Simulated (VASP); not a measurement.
# MoS2 (R-3m) in VASP: single point with PBE

Aim: the single point of MoS2 with PBE.

Program: VASP 6.6.1. These are calculated values, not measurements. Logs are shortened: lines on timing, memory, paths and dates and some standing lists are left out, and cuts for length are marked.

### Step 1. The crystal as given

The structure is trigonal, space group R-3m (No. 166). The conventional cell has a = 3.171 Å, b = 3.171 Å, c = 18.345 Å, α = 90.00°, β = 90.00°, γ = 120.00°. Around Mo (site symmetry -3m) lie 6 S at 2.39 Å. S (site symmetry 3m) is surrounded by 3 Mo at 2.39 Å.

Measurements of this composition are mostly on another form, of space group No. 194.

### Step 2. Single point, PBE

INCAR reads:

```
SYSTEM = MoS2
PREC = Accurate ; ENCUT = 500
EDIFF = 1E-6 ; ISMEAR = 0
SIGMA = 0.02 ; LREAL = .FALSE.
LASPH = .TRUE. ; NELM = 100
ALGO = Normal ; ISIF = 2
LWAVE = .FALSE. ; LCHARG = .FALSE.
GGA = PE
```

KPOINTS reads:

```
regular mesh
0
G
  5 5 5
  0 0 0
```

POSCAR reads:

```
MoS2
1.0
    1.5855000000      0.9153888518      6.1149966667
   -1.5855000000      0.9153888518      6.1149966667
    0.0000000000     -1.8307777036      6.1149966667
Mo S
1 2
Direct
    0.0000000000      0.0000000000      0.0000000000
    0.2500000000      0.2500000000      0.2500000000
    0.7500000000      0.7500000000      0.7500000000
```

Potentials or basis: VASP PAW PBE potentials, release 64 (Mo_sv_GW, S_GW).

Launch:

```sh
cat potpaw_PBE.64/Mo_sv_GW/POTCAR potpaw_PBE.64/S_GW/POTCAR > POTCAR
mpirun -np 1 vasp_std > vasp.out
```

OUTCAR:

```text
SYSTEM = MoS2
   PREC = Accurate
   ENCUT = 500
   EDIFF = 1E-6
   ISMEAR = 0
   LREAL = .FALSE.
   LASPH = .TRUE.
   NELM = 100
   ISIF = 2
   GGA = PE

 ion  position               nearest neighbor table
   1  0.000  0.000  0.000-   3 2.39   2 2.39   3 2.39   3 2.39   2 2.39   2 2.39
   2  0.250  0.250  0.250-   1 2.39   1 2.39   1 2.39
   3  0.750  0.750  0.750-   1 2.39   1 2.39   1 2.39

  LATTYP: Found a trigonal (rhomboedric) cell.
 ALAT       =     6.3831756386
 COS(alpha) =     0.8766074614

  Lattice vectors:

 A1 = (   1.5855000000,   0.9153888518,   6.1149966667)
 A2 = (  -1.5855000000,   0.9153888518,   6.1149966667)
 A3 = (   0.0000000000,  -1.8307777036,   6.1149966667)

Analysis of symmetry for initial positions (statically):
=====================================================================
 Subroutine PRICEL returns:
 Original cell was already a primitive cell.

 Routine SETGRP: Setting up the symmetry group for a
 trigonal (rhombohedral) supercell.

 Subroutine GETGRP returns: Found 12 space group operations
 (whereof 12 operations were pure point group operations)
 out of a pool of 12 trial point group operations.

The static configuration has the point symmetry D_3d.

Analysis of symmetry for dynamics (positions and initial velocities):
=====================================================================
 Subroutine PRICEL returns:
 Original cell was already a primitive cell.

 Routine SETGRP: Setting up the symmetry group for a
 trigonal (rhombohedral) supercell.

 Subroutine GETGRP returns: Found 12 space group operations
 (whereof 12 operations were pure point group operations)
 out of a pool of 12 trial point group operations.

The dynamic configuration has the point symmetry D_3d.

 Subroutine INISYM returns: Found 12 space group operations
 (whereof 12 operations are pure point group operations),
 and found     1 'primitive' translations

----------------------------------------------------------------------------------------

                                     Primitive cell

  volume of cell :      53.2500

  direct lattice vectors                    reciprocal lattice vectors
     1.585500000  0.915388852  6.114996667     0.315357931  0.182071986  0.054510796
    -1.585500000  0.915388852  6.114996667    -0.315357931  0.182071986  0.054510796
     0.000000000 -1.830777704  6.114996667     0.000000000 -0.364143973  0.054510796

  length of vectors
     6.383175639  6.383175639  6.383175639     0.368201385  0.368201385  0.368201385

  position of ions in fractional coordinates (direct lattice)
     0.000000000  0.000000000  0.000000000
     0.250000000  0.250000000  0.250000000
     0.750000000  0.750000000  0.750000000

  ion indices of the primitive-cell ions
   primitive index   ion index
                 1           1
                 2           2
                 3           3

----------------------------------------------------------------------------------------

 KPOINTS: regular mesh

Automatic generation of k-mesh.
 Grid dimensions read from file:
 generate k-points for:    5    5    5

 Generating k-lattice:

  Cartesian coordinates                     Fractional coordinates (reciprocal lattice)
     0.063071586  0.036414397  0.010902159     0.200000000  0.000000000  0.000000000
    -0.063071586  0.036414397  0.010902159     0.000000000  0.200000000  0.000000000
     0.000000000 -0.072828795  0.010902159     0.000000000  0.000000000  0.200000000

  Length of vectors
     0.073640277  0.073640277  0.073640277

  Shift w.r.t. Gamma in fractional coordinates (k-lattice)
     0.000000000  0.000000000  0.000000000

 Subroutine IBZKPT returns following result:
 ===========================================

 Found     19 irreducible k-points:

 Following reciprocal coordinates:
            Coordinates               Weight
  0.000000  0.000000  0.000000      1.000000
  0.200000  0.000000 -0.000000      6.000000
  0.400000  0.000000  0.000000      6.000000
  0.200000  0.200000 -0.000000      6.000000
  0.400000  0.200000  0.000000     12.000000
 -0.400000  0.200000  0.000000     12.000000
[... 11 lines left out ...]
  0.400000  0.400000  0.400000      2.000000
 -0.400000  0.400000  0.400000      6.000000
   k-points           NKPTS =     19   k-points in BZ     NKDIM =     19   number of bands    NBANDS=     17
   number of dos      NEDOS =    301   number of ions     NIONS =      3
   total plane-waves  NPLWV = 110592
   dimension x,y,z NGX =    48 NGY =   48 NGZ =   48
   dimension x,y,z NGXF=    96 NGYF=   96 NGZF=   96
   ions per type =               1   2
   NGX,Y,Z   is equivalent  to a cutoff of  12.50, 12.50, 12.50 a.u.
   NGXF,Y,Z  is equivalent  to a cutoff of  25.00, 25.00, 25.00 a.u.
 SYSTEM =  MoS2
   PREC   = accura    normal or accurate (medium, high low for compatibility)
   ISTART =      0    job   : 0-new  1-cont  2-samecut
   ICHARG =      2    charge: 1-file 2-atom 10-const
   ISPIN  =      1    spin polarized calculation?
   LNONCOLLINEAR =      F non collinear calculations
   LSORBIT =      F    spin-orbit coupling
   LASPH  =      T    aspherical Exc in radial PAW
   ENCUT  =  500.0 eV  36.75 Ry    6.06 a.u.  11.64 11.64 11.64*2*pi/ulx,y,z
   NELM   =    100;   NELMIN=  2; NELMDL= -5     # of ELM steps
   EDIFF  = 0.1E-05   stopping-criterion for ELM
   LREAL  =      F    real-space projection
   EDIFFG = 0.1E-04   stopping-criterion for IOM
   NSW    =      0    number of steps for IOM
   IBRION =     -1    ionic relax: 0-MD 1-quasi-New 2-CG
   NFREE  =      0    steps in history (QN), initial steepest desc. (CG)
   ISIF   =      2    stress and relaxation
   ISYM   =      2    0-nonsym 1-usesym 2-fastsym
   POTIM  = 0.5000    time-step for ionic-motion
   TEBEG  =    0.0;   TEEND  =   0.0 temperature during run
   PSTRESS=    0.0 pullay stress
   NELECT =      26.0000    total number of electrons
   NUPDOWN=      -1.0000    fix difference up-down
   EMIN   =  10.00;   EMAX   =-10.00  energy-range for DOS
   EFERMI =   0.00;   METHOD = LEGACY
   ISMEAR =     0;   SIGMA  =   0.02  broadening in eV -4-tet -1-fermi 0-gaus
   EFERMI_NEDOS =   21; number of points for ismear=-14 and -15
   IALGO  =     38    algorithm
   IMIX   =      4    mixing-type and parameters
     AMIX     =   0.40;   BMIX     =  1.00
     AMIX_MAG =   1.60;   BMIX_MAG =  1.00
  volume/ion in A,a.u.               =      17.75       119.78
  Fermi-wavevector in a.u.,A,eV,Ry     =   1.289118  2.436081 22.610522  1.661826
  Thomas-Fermi vector in A             =   2.421031
   LORBIT       =      0    0 simple, 1 ext, 2 COOP (PROOUT), +10 PAW based schemes
   GGA     = PE    functional components
   LHFCALC =     F    Hartree Fock is set to
   AEXX    =    0.0000 exact exchange contribution
   IVDW    =     0    specifies the selected vdW correction
   LEPSILON=     F    determine dielectric tensor
   LRPA    =     F    only Hartree local field effects (RPA)
 non-spin polarized calculation
 Gauss-broadening in eV      SIGMA  =   0.02
  energy-cutoff  :      500.00
  volume of cell :       53.25
 maximum number of plane-waves:      1361
   NGX = 23   NGY = 23   NGZ = 23

 number of electron      25.9999999 magnetization

 Free energy of the ion-electron system (eV)
  ---------------------------------------------------
  ext. energy  EPLUGINS =         0.00000000
  ---------------------------------------------------
  free energy    TOTEN  =       -21.66504677 eV

  energy without entropy =      -21.66372154  energy(sigma->0) =      -21.66438415

 E-fermi :   7.4432     XC(G=0): -10.8545

 val. band max:        7.4362869616   @ k =  -0.4000   0.2000   0.0000
 cond. band min:       7.4453766885   @ k =   0.2000   0.2000   0.2000
 fundamental gap:      0.0090897269
 Fermi energy:         7.4431653642

 k-point     1 :       0.0000    0.0000    0.0000
  band No.  band energies     occupation
      1     -54.0023      2.00000
      2     -28.0837      2.00000
      3     -27.9881      2.00000
      4     -27.9881      2.00000
      5      -7.4487      2.00000
      6      -5.8223      2.00000
[... 9 lines left out ...]
     16      11.1302      0.00000
     17      11.1302      0.00000

 k-point     2 :       0.2000    0.0000   -0.0000
  band No.  band energies     occupation
      1     -53.9884      2.00000
      2     -28.1275      2.00000
      3     -28.0554      2.00000
      4     -28.0198      2.00000
      5      -6.8321      2.00000
      6      -5.7146      2.00000
[... 9 lines left out ...]
     16      10.5110      0.00000
     17      10.9206      0.00000

 k-point     3 :       0.4000    0.0000    0.0000
  band No.  band energies     occupation
      1     -53.9658      2.00000
      2     -28.3469      2.00000
      3     -28.0709      2.00000
      4     -28.0094      2.00000
      5      -5.8892      2.00000
      6      -5.1401      2.00000
[... 9 lines left out ...]
     16      11.1195      0.00000
     17      11.6827      0.00000

 k-point     4 :       0.2000    0.2000   -0.0000
  band No.  band energies     occupation
      1     -53.9884      2.00000
      2     -28.1274      2.00000
      3     -28.0551      2.00000
      4     -28.0196      2.00000
      5      -6.7979      2.00000
      6      -5.7660      2.00000
[... 9 lines left out ...]
     16      10.6827      0.00000
     17      10.9383      0.00000

 k-point     5 :       0.4000    0.2000    0.0000
  band No.  band energies     occupation
      1     -53.9701      2.00000
      2     -28.2694      2.00000
      3     -28.0984      2.00000
      4     -28.0181      2.00000
      5      -5.8419      2.00000
      6      -5.5599      2.00000
[... 9 lines left out ...]
     16       9.9597      0.00000
     17      12.0041      0.00000

 k-point     6 :      -0.4000    0.2000    0.0000
  band No.  band energies     occupation
      1     -53.9588      2.00000
      2     -28.3360      2.00000
      3     -28.1666      2.00000
      4     -27.9954      2.00000
      5      -5.5020      2.00000
      6      -4.9773      2.00000
[... 9 lines left out ...]
     16      10.2310      0.00000
     17      11.8567      0.00000

 k-point     7 :      -0.2000    0.2000    0.0000
  band No.  band energies     occupation
      1     -53.9701      2.00000
      2     -28.2695      2.00000
      3     -28.0984      2.00000
      4     -28.0181      2.00000
      5      -5.8747      2.00000
      6      -5.5289      2.00000
[... 9 lines left out ...]
     16       9.7228      0.00000
     17      12.3313      0.00000

 k-point     8 :       0.4000    0.4000    0.0000
  band No.  band energies     occupation
      1     -53.9658      2.00000
      2     -28.3469      2.00000
      3     -28.0709      2.00000
      4     -28.0091      2.00000
      5      -5.7635      2.00000
      6      -5.2939      2.00000
[... 9 lines left out ...]
     16      11.4875      0.00000
     17      12.3754      0.00000
[... 103 lines left out ...]
      1     -53.9884      2.00000
      2     -28.1275      2.00000
      3     -28.0553      2.00000
      4     -28.0198      2.00000
      5      -6.6583      2.00000
      6      -5.9538      2.00000
[... 9 lines left out ...]
     16      10.5333      0.00000
     17      11.0855      0.00000

 k-point    15 :      -0.4000    0.4000    0.2000
  band No.  band energies     occupation
      1     -53.9701      2.00000
      2     -28.2694      2.00000
      3     -28.0984      2.00000
      4     -28.0179      2.00000
      5      -5.7591      2.00000
      6      -5.6398      2.00000
[... 9 lines left out ...]
     16      10.3176      0.00000
     17      11.5356      0.00000

 k-point    16 :      -0.2000    0.4000    0.2000
  band No.  band energies     occupation
      1     -53.9588      2.00000
      2     -28.3359      2.00000
      3     -28.1665      2.00000
      4     -27.9952      2.00000
      5      -5.4690      2.00000
      6      -5.0140      2.00000
[... 9 lines left out ...]
     16      10.5011      0.00000
     17      12.0805      0.00000

 k-point    17 :      -0.4000   -0.4000    0.2000
  band No.  band energies     occupation
      1     -53.9658      2.00000
      2     -28.3468      2.00000
      3     -28.0710      2.00000
      4     -28.0093      2.00000
      5      -5.8228      2.00000
      6      -5.2114      2.00000
[... 9 lines left out ...]
     16      11.4921      0.00000
     17      11.8776      0.00000

 k-point    18 :       0.4000    0.4000    0.4000
  band No.  band energies     occupation
      1     -54.0023      2.00000
      2     -28.0836      2.00000
      3     -27.9880      2.00000
      4     -27.9880      2.00000
      5      -7.2265      2.00000
      6      -6.1875      2.00000
[... 9 lines left out ...]
     16      11.2344      0.00000
     17      11.2344      0.00000

 k-point    19 :      -0.4000    0.4000    0.4000
  band No.  band energies     occupation
      1     -53.9884      2.00000
      2     -28.1274      2.00000
      3     -28.0553      2.00000
      4     -28.0199      2.00000
      5      -6.5987      2.00000
      6      -6.0262      2.00000
[... 9 lines left out ...]
     16      10.2045      0.00000
     17      11.1632      0.00000

------------------------ aborting loop because EDIFF is reached ----------------------------------------

  FORCE on cell =-STRESS in cart. coord.  units (eV):
  Direction    XX          YY          ZZ          XY          YZ          ZX
  --------------------------------------------------------------------------------------
  -------------------------------------------------------------------------------------
  Total        2.1433028      2.1433028      3.0685443      0.0000000      0.0000000      0.0000000
  in kB       64.4873874     64.4873874     92.3259184      0.0000000      0.0000000      0.0000000
  external PRESSURE =      73.7668977 kB  Pullay stress =       0.0000000 kB

 VOLUME and BASIS-vectors are now :
 -----------------------------------------------------------------------------
  energy-cutoff  :      500.00
  volume of cell :       53.25
      direct lattice vectors                 reciprocal lattice vectors
     1.585500000  0.915388852  6.114996667     0.315357931  0.182071986  0.054510796
    -1.585500000  0.915388852  6.114996667    -0.315357931  0.182071986  0.054510796
     0.000000000 -1.830777704  6.114996667     0.000000000 -0.364143973  0.054510796

 POSITION                                       TOTAL-FORCE (eV/Angst)
 -----------------------------------------------------------------------------------
      0.00000      0.00000      0.00000         0.000000      0.000000     -0.000000
      0.00000      0.00000      4.58625         0.000000      0.000000     -0.922638
      0.00000      0.00000     13.75874         0.000000     -0.000000      0.922638
 -----------------------------------------------------------------------------------
    total drift:                               -0.000000      0.000000      0.000000

  FREE ENERGIE OF THE ION-ELECTRON SYSTEM (eV)
  ---------------------------------------------------
  free  energy   TOTEN  =       -21.6650467654 eV

  energy  without entropy=      -21.6637215416  energy(sigma->0) =      -21.66438415
```

Wall time 38 s (1 thread of Intel Xeon 6975P-C (Granite Rapids), shared host); peak memory 0.33 GiB.

Results:

```yaml
Free_energy: -21.6650 eV
Pressure: 7.4 GPa
Largest_force: 0.923 eV/Å
Band_gap_on_the_k_mesh: none (metal or under the smearing width)
```

Forces in eV/Å, atoms in the order of the input:
```
Mo   0.000  0.000  0.000
S    0.000  0.000 -0.923
S    0.000  0.000  0.923
```

Caveat: the k mesh is coarse (spacing up to 0.46 Å⁻¹), so the values aren't converged; the cell's inner coordinates are idealised or old, which leaves forces on the atoms.

### Step 3. The reference run

An earlier run on the cell as given: functional PBE; potentials or basis VASP PAW PBE potentials, release 64 (Mo_sv, S); cutoff 520 eV; k mesh 10 × 10 × 10; occupations fermi-dirac, width 0.05 eV; no spin polarisation.

- Pressure: 7.8 GPa
- Largest force: 0.994 eV/Å
- Band gap on the k mesh: none (metal or under the smearing width)
